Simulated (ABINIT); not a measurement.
Crystal: ZnSe (Stilleite).

```
Se Zn
1.0
     0.00000    2.83380    2.83380
     2.83380    0.00000    2.83380
     2.83380    2.83380    0.00000
Se Zn
1 1
Direct
  0.75000 0.75000 0.75000
  0.00000 0.00000 0.00000
```

Base run:

* Program: ABINIT 10.8.3 (patched build)
* Functional: PBE
* Potentials or basis: JTH PAW PBE v2.0
* Cutoff: 599 eV
* k mesh: 8 × 8 × 8
* Occupations: fermi-dirac, width 0.05 eV
* Spin: no spin polarisation

Its results: band gap on the k mesh 1.29 eV, direct; pressure 2.0 GPa.

Question: The run is repeated on the same cell with these changes: spin from no spin polarisation to spin-orbit coupling, no magnetisation. What comes out?

Answer: Band gap on the k mesh 1.17 eV, direct; pressure 2.0 GPa.

Spin-orbit coupling splits the band edges, which narrows the gap.
